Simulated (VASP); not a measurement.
A run of VASP 6.6.1:

INCAR

```
SYSTEM = In3As
  PREC = Accurate
  ENCUT = 520
  EDIFF = 1E-6
  ISMEAR = 0
  SIGMA = 0.1
  LREAL = .FALSE.
  LASPH = .TRUE.
  NELM = 100
  ALGO = Fast
  ISIF = 2
  LWAVE = .FALSE.
  LCHARG = .FALSE.
  GGA = PE
  NBANDS = 30
```

KPOINTS

```
regular mesh
0
G
  10 10 10
  0 0 0
```

File POSCAR:

```
In3As
1.0
    4.6844750219      0.0000000000      0.0000000000
    0.0000000000      4.6844750219      0.0000000000
    0.0000000000      0.0000000000      4.6844750219
In As
3 1
Direct
    0.0000000000      0.5000000000      0.5000000000
    0.5000000000      0.0000000000      0.5000000000
    0.5000000000      0.5000000000      0.0000000000
    0.0000000000      0.0000000000      0.0000000000
```

Potentials or basis: VASP PAW PBE potentials, release 64 (In_d, As).

Command:

```bash
$ cat potpaw_PBE.64/In_d/POTCAR potpaw_PBE.64/As/POTCAR > POTCAR
$ mpirun -np 1 vasp_std > vasp.out
```

Hardware: 1 thread of Intel(R) Xeon(R) 6975P-C (Granite Rapids), with other jobs on the host.

**Question.** How long does it take, and how much memory?

**Answer.** Run time: 62 s on 1 thread of Intel(R) Xeon(R) 6975P-C (Granite Rapids), with other jobs on the host, peak memory 0.29 GiB. Counts: scf iterations 14, k points 56.
